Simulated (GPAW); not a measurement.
A run of GPAW 26.7.0:

Contents of run.py:

```python
from ase.calculators.mixing import SumCalculator
from ase.filters import FrechetCellFilter
from ase.io import read, write
from ase.optimize import BFGS
from dftd3.ase import DFTD3
from gpaw import GPAW, PW, setup_paths

setup_paths.insert(0, '.')

atoms = read('Ru.cif')

calc = GPAW(mode=PW(600),
            xc='BLYP',
            kpts={'size': (8, 8, 5), 'gamma': True},
            occupations={'name': 'fermi-dirac', 'width': 0.05},
            nbands=29,
            convergence={'density': 1e-05, 'energy': 1e-05},
            eigensolver='davidson',
            maxiter=150,
            txt='gpaw.txt')
atoms.calc = SumCalculator([calc, DFTD3(method='blyp', damping='d3bj')])
opt = BFGS(FrechetCellFilter(atoms), trajectory='relax.traj', logfile='-')
done = opt.run(fmax=0.02, steps=40)
calc.write('gs.gpw')
write('result.traj', atoms)
print('Converged:', done)
print('Cell:', atoms.cell.cellpar().round(4))
print('Volume:', round(atoms.get_volume(), 4))
print(atoms.get_scaled_positions().round(5))
```

File Ru.cif:

```cif
data_Ru
_cell_length_a 2.70580000
_cell_length_b 2.70580000
_cell_length_c 4.28190000
_cell_angle_alpha 90.00000000
_cell_angle_beta 90.00000000
_cell_angle_gamma 120.00000000
_space_group_name_H-M_alt 'P1'
_space_group_name_Hall 'P 1'
_space_group_IT_number 1
loop_
_space_group_symop_operation_xyz
'x,y,z'
loop_
_atom_site_label
_atom_site_type_symbol
_atom_site_symmetry_multiplicity
_atom_site_Wyckoff_symbol
_atom_site_fract_x
_atom_site_fract_y
_atom_site_fract_z
_atom_site_occupancy
Ru1 Ru 1 a 0.6666666667 0.3333333333 0.7500000000 1
Ru2 Ru 1 a 0.3333333333 0.6666666667 0.2500000000 1
```

Potentials or basis: PAW data sets generated in the run's folder for this functional, pw.

Launch:

```sh
$ gpaw-setup -f BLYP Ru
$ OMP_NUM_THREADS=1 python run.py
```

Hardware: 1 thread of Arm Neoverse V2, on a shared host.

Task: How long does it take, and how much memory?

Result: It took 28 s on 1 thread of Arm Neoverse V2, on a shared host, peak memory 0.18 GiB. Counts: scf iterations 24, plane waves 929, bands 29, k points 40, ion steps 3.
